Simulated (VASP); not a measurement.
# Settings for CaO: energy along a vibration (SMASS = -2)

CaO, Fm-3m (no. 225), atoms displaced along the mode, 2 atoms in the cell. R2SCAN, energy along a line of displacements; PAW potentials Ca_pv, O (PBE set). VASP 6.6.1.

Wanted: harmonic frequency within 1 %.

Space group without the displacement: Fm-3m (no. 225); Mode: optical mode at Gamma along x; Step along the mode (Å): 0.02.

POSCAR:
```
CaO
1.0
    0.0000000000      2.4035556960      2.4035556960
    2.4035556960      0.0000000000      2.4035556960
    2.4035556960      2.4035556960      0.0000000000
Ca O
1 1
Direct
    0.0047480345     -0.0047480345     -0.0047480345
    0.4881060237      0.5118939763      0.5118939763

    0.0057060827   0.0000000000   0.0000000000
   -0.0142939173   0.0000000000   0.0000000000
```

## k mesh

| k mesh | Harmonic frequency (THz) | Time (s) |
|---|---|---|
| 3 × 3 × 3 | 8.325 | 202 |
| 4 × 4 × 4 | 8.754 | 351 |
| 5 × 5 × 5 | 8.825 | 532 |
| 6 × 6 × 6 | 8.839 | 704 |
| 7 × 7 × 7 | 8.841 | 1174 |
| 9 × 9 × 9 (reference) | 8.842 | 1803 |

Chosen: 5 × 5 × 5, the loosest value from which every tighter one stays within half of the tolerance.

## All choices together

| Input | Harmonic frequency (THz) | Time (s) |
|---|---|---|
| defaults on a coarse mesh (naive) | 8.631 | 44 |
| chosen settings | 8.825 | 532 |
| reference settings throughout | 8.842 | 1803 |

The chosen settings stay within the tolerance of the reference run, but the reference itself isn't shown to be converged in: Cutoff (eV).

## The input

INCAR:
```
ALGO     = Normal         # electronic algorithm
EDIFF    = 1E-7           # SCF threshold, eV
ENCUT    = 520            # plane-wave cutoff, eV
IBRION   = 0              # ionic algorithm
ISMEAR   = 0              # smearing method
ISYM     = 0            
IWAVPR   = 11           
KPAR     = 2            
LASPH    = True           # aspherical terms in the spheres
LCHARG   = False          # write CHGCAR
LMIXTAU  = True         
LREAL    = False          # projectors in reciprocal space
LWAVE    = False          # write WAVECAR
METAGGA  = R2SCAN         # meta-GGA
NELMIN   = 4            
NSW      = 9              # ionic steps
POTIM    = 1              # step
PREC     = Accurate       # precision mode
SIGMA    = 0.03           # smearing width, eV
SMASS    = -2            
```

KPOINTS:
```
Automatic mesh
0
Gamma
  5 5 5
  0 0 0
```

Commands:
```
cat potpaw_PBE.64/Ca_pv/POTCAR potpaw_PBE.64/O/POTCAR > POTCAR
mpirun -np 2 vasp_std > vasp.out
```

The chosen input took VASP 6.6.1 532 s on 2 cores (AMD EPYC 7R43 (Zen 3)), a shared host.

## An input that fails: POTIM multiplies the typed steps tenfold

It runs to its end, but against the unchanged starting input it is off by 3588 % in the harmonic frequency.

Changes against the starting input:
```
- POTIM = 1
+ POTIM = 10
```
